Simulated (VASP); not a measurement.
Set up this calculation in VASP 6.6.1, as the native input.

```yaml
Task: relaxation of cell and atoms
Functional: PBEsol
Potentials_or_basis: VASP PAW PBE potentials, release 64 (Ge_d)
Cutoff: 520 eV
k_mesh: 10 × 10 × 10
Occupations: gaussian, width 0.02 eV
Spin: no spin polarisation
Further_INCAR_settings: ALGO = Fast; EDIFF = 1e-07; IBRION = 2; EDIFFG = -0.002; NSW = 80; ISIF = 3
```

The structure of Ge lies in POSCAR:

```
Ge
1.0
    0.0000000000      2.8289100000      2.8289100000
    2.8289100000      0.0000000000      2.8289100000
    2.8289100000      2.8289100000      0.0000000000
Ge
2
Direct
    0.0000000000      0.0000000000      0.0000000000
    0.2500000000      0.2500000000      0.2500000000
```

The input as run:

INCAR

```
ALGO     = Fast           # electronic algorithm
EDIFF    = 1E-7           # SCF threshold, eV
EDIFFG   = -0.002         # ionic threshold
ENCUT    = 520            # plane-wave cutoff, eV
GGA      = PS             # functional
IBRION   = 2              # ionic algorithm
ISIF     = 3              # what is computed and relaxed
ISMEAR   = 0              # smearing method
KPAR     = 4            
LASPH    = True           # aspherical terms in the spheres
LCHARG   = False          # write CHGCAR
LREAL    = False          # projectors in reciprocal space
LWAVE    = False          # write WAVECAR
NELM     = 80             # most SCF steps
NSW      = 80             # ionic steps
PREC     = Accurate       # precision mode
SIGMA    = 0.02           # smearing width, eV
```

KPOINTS

```
k-points
0
Gamma
  10 10 10
```

Potentials or basis: VASP PAW PBE potentials, release 64 (Ge_d).

The run is started by

```bash
$ cat potpaw_PBE.64/Ge_d/POTCAR > POTCAR
$ mpirun -np 4 vasp_std > vasp.out
```

Results of the run:

| Item | Value |
| --- | --- |
| Relaxed volume | 22.81 Å³/atom |
| Relaxed cell | a = 4.011 Å, b = 4.011 Å, c = 4.011 Å, α = 60.00°, β = 60.00°, γ = 60.00° |
| Space group after relaxing (to 0.05 Å) | Fd-3m (No. 227) |
| Energy gained by relaxing | 0.3 meV/atom |
| Ionic steps | 9 |
| Pressure after relaxing | 0.0 GPa |
| Band gap on the k mesh | none (metal or under the smearing width) |

Caveat: the PAW data sets were made with another functional, which shifts forces and pressure a little; this crystal is a semiconductor, whose small gap the functional closes, so the metal is an error of the method.

Run time: 48 s on 4 MPI ranks on Intel(R) Xeon(R) Platinum 8488C (Sapphire Rapids) (shared host), peak memory 0.17 GiB a rank.
